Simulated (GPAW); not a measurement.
A run of GPAW 26.7.0:

The input run.py:

```python
import numpy as np
import spglib
from ase import Atoms
from ase.dft.bandgap import bandgap
from ase.io import read, write
from ase.units import GPa
from gpaw import GPAW, PW
from gpaw.spinorbit import soc_eigenstates

atoms = read('AgCl.cif')
cell, positions, numbers = spglib.find_primitive(
    (atoms.cell[:], atoms.get_scaled_positions(), atoms.numbers), symprec=1e-4)
atoms = Atoms(numbers, cell=cell, scaled_positions=positions, pbc=True)

calc = GPAW(mode=PW(600),
            xc='PBE',
            kpts={'size': (7, 7, 7), 'gamma': True},
            occupations={'name': 'fermi-dirac', 'width': 0.05},
            nbands=23,
            convergence={'density': 1e-05, 'energy': 1e-05},
            maxiter=150,
            txt='gpaw.txt')
atoms.calc = calc
energy = atoms.get_potential_energy()
forces = atoms.get_forces()
stress = atoms.get_stress()
calc.write('gs.gpw')
write('result.traj', atoms)
print(f'Energy: {energy:.6f} eV')
print('Forces (eV/A):')
print(forces.round(4))
print('Stress (GPa):', (stress / GPa).round(3))
print('Fermi level:', round(calc.get_fermi_level(), 4), 'eV')
print(f'Gap: {bandgap(calc)[0]:.4f} eV, direct: {bandgap(calc, direct=True)[0]:.4f} eV')

path = atoms.cell.bandpath('GXWKGLUWLK,UX', npoints=100, eps=1e-4)
bs_calc = calc.fixed_density(kpts=path, symmetry='off', nbands=35,
                             convergence={'bands': 'CBM+6.0', 'eigenstates': 1e-6}, txt='bands.txt')
bs = bs_calc.band_structure()
bs.write('bs.json')
print(f'Gap on the path: {bandgap(bs_calc)[0]:.4f} eV')

soc = soc_eigenstates(bs_calc, theta=0, phi=0)
np.savetxt('soc_bands.dat', soc.eigenvalues(), fmt='%.4f')
mesh = soc_eigenstates('gs.gpw', theta=0, phi=0)
np.savetxt('soc_mesh.dat', mesh.eigenvalues(), fmt='%.4f')
print('Fermi level with spin-orbit coupling:', round(mesh.fermi_level, 4), 'eV')
```

File AgCl.cif:

```cif
data_AgCl
_cell_length_a 5.47000000
_cell_length_b 5.47000000
_cell_length_c 5.47000000
_cell_angle_alpha 90.00000000
_cell_angle_beta 90.00000000
_cell_angle_gamma 90.00000000
_space_group_name_H-M_alt 'Fm-3m'
_space_group_name_Hall '-F 4 2 3'
_space_group_IT_number 225
loop_
_space_group_symop_operation_xyz
'x,y,z'
'-x,-y,-z'
'-y,x,z'
'y,-x,-z'
'-x,-y,z'
'x,y,-z'
'y,-x,z'
'-y,x,-z'
'x,-y,-z'
'-x,y,z'
'-y,-x,-z'
'y,x,z'
'-x,y,-z'
'x,-y,z'
'y,x,-z'
'-y,-x,z'
'z,x,y'
'-z,-x,-y'
'z,-y,x'
'-z,y,-x'
'z,-x,-y'
'-z,x,y'
'z,y,-x'
'-z,-y,x'
'-z,x,-y'
'z,-x,y'
'-z,-y,-x'
'z,y,x'
'-z,-x,y'
'z,x,-y'
'-z,y,x'
'z,-y,-x'
'y,z,x'
'-y,-z,-x'
'x,z,-y'
'-x,-z,y'
'-y,z,-x'
'y,-z,x'
'-x,z,y'
'x,-z,-y'
'-y,-z,x'
'y,z,-x'
'-x,-z,-y'
'x,z,y'
'y,-z,-x'
'-y,z,x'
'x,-z,y'
'-x,z,-y'
'x,y+1/2,z+1/2'
'-x,-y+1/2,-z+1/2'
'-y,x+1/2,z+1/2'
'y,-x+1/2,-z+1/2'
'-x,-y+1/2,z+1/2'
'x,y+1/2,-z+1/2'
'y,-x+1/2,z+1/2'
'-y,x+1/2,-z+1/2'
'x,-y+1/2,-z+1/2'
'-x,y+1/2,z+1/2'
'-y,-x+1/2,-z+1/2'
[... 41 lines left out ...]
'-x+1/2,-y,z+1/2'
'x+1/2,y,-z+1/2'
'y+1/2,-x,z+1/2'
'-y+1/2,x,-z+1/2'
'x+1/2,-y,-z+1/2'
'-x+1/2,y,z+1/2'
'-y+1/2,-x,-z+1/2'
'y+1/2,x,z+1/2'
'-x+1/2,y,-z+1/2'
'x+1/2,-y,z+1/2'
'y+1/2,x,-z+1/2'
'-y+1/2,-x,z+1/2'
'z+1/2,x,y+1/2'
'-z+1/2,-x,-y+1/2'
'z+1/2,-y,x+1/2'
'-z+1/2,y,-x+1/2'
'z+1/2,-x,-y+1/2'
'-z+1/2,x,y+1/2'
'z+1/2,y,-x+1/2'
'-z+1/2,-y,x+1/2'
'-z+1/2,x,-y+1/2'
'z+1/2,-x,y+1/2'
'-z+1/2,-y,-x+1/2'
'z+1/2,y,x+1/2'
'-z+1/2,-x,y+1/2'
'z+1/2,x,-y+1/2'
'-z+1/2,y,x+1/2'
'z+1/2,-y,-x+1/2'
'y+1/2,z,x+1/2'
'-y+1/2,-z,-x+1/2'
'x+1/2,z,-y+1/2'
'-x+1/2,-z,y+1/2'
'-y+1/2,z,-x+1/2'
'y+1/2,-z,x+1/2'
'-x+1/2,z,y+1/2'
'x+1/2,-z,-y+1/2'
'-y+1/2,-z,x+1/2'
'y+1/2,z,-x+1/2'
'-x+1/2,-z,-y+1/2'
'x+1/2,z,y+1/2'
'y+1/2,-z,-x+1/2'
'-y+1/2,z,x+1/2'
'x+1/2,-z,y+1/2'
'-x+1/2,z,-y+1/2'
'x+1/2,y+1/2,z'
'-x+1/2,-y+1/2,-z'
'-y+1/2,x+1/2,z'
'y+1/2,-x+1/2,-z'
'-x+1/2,-y+1/2,z'
'x+1/2,y+1/2,-z'
'y+1/2,-x+1/2,z'
'-y+1/2,x+1/2,-z'
'x+1/2,-y+1/2,-z'
'-x+1/2,y+1/2,z'
'-y+1/2,-x+1/2,-z'
'y+1/2,x+1/2,z'
'-x+1/2,y+1/2,-z'
'x+1/2,-y+1/2,z'
'y+1/2,x+1/2,-z'
'-y+1/2,-x+1/2,z'
'z+1/2,x+1/2,y'
'-z+1/2,-x+1/2,-y'
'z+1/2,-y+1/2,x'
'-z+1/2,y+1/2,-x'
'z+1/2,-x+1/2,-y'
'-z+1/2,x+1/2,y'
'z+1/2,y+1/2,-x'
'-z+1/2,-y+1/2,x'
'-z+1/2,x+1/2,-y'
'z+1/2,-x+1/2,y'
'-z+1/2,-y+1/2,-x'
'z+1/2,y+1/2,x'
'-z+1/2,-x+1/2,y'
'z+1/2,x+1/2,-y'
'-z+1/2,y+1/2,x'
'z+1/2,-y+1/2,-x'
'y+1/2,z+1/2,x'
'-y+1/2,-z+1/2,-x'
'x+1/2,z+1/2,-y'
'-x+1/2,-z+1/2,y'
'-y+1/2,z+1/2,-x'
'y+1/2,-z+1/2,x'
'-x+1/2,z+1/2,y'
'x+1/2,-z+1/2,-y'
'-y+1/2,-z+1/2,x'
'y+1/2,z+1/2,-x'
'-x+1/2,-z+1/2,-y'
'x+1/2,z+1/2,y'
'y+1/2,-z+1/2,-x'
'-y+1/2,z+1/2,x'
'x+1/2,-z+1/2,y'
'-x+1/2,z+1/2,-y'
loop_
_atom_site_label
_atom_site_type_symbol
_atom_site_symmetry_multiplicity
_atom_site_Wyckoff_symbol
_atom_site_fract_x
_atom_site_fract_y
_atom_site_fract_z
_atom_site_occupancy
Ag1 Ag 4 a 0.0000000000 0.0000000000 0.0000000000 1
Cl1 Cl 4 b 0.5000000000 0.0000000000 0.0000000000 1
```

Potentials or basis: GPAW PAW data sets (gpaw-data 1.2.1), pw.

The run is started by

```sh
$ OMP_NUM_THREADS=1 python run.py
```

Hardware: 1 thread of Intel(R) Xeon(R) Platinum 8259CL CPU @ 2.50GHz (Skylake/Cascade Lake), with other jobs on the host.

Problem. Estimate the wall time of this run.

Solution. Run time: 70 s on 1 thread of Intel(R) Xeon(R) Platinum 8259CL CPU @ 2.50GHz (Skylake/Cascade Lake), with other jobs on the host, peak memory 0.33 GiB. Counts: scf iterations 13, plane waves 1380, bands 23, k points 20.
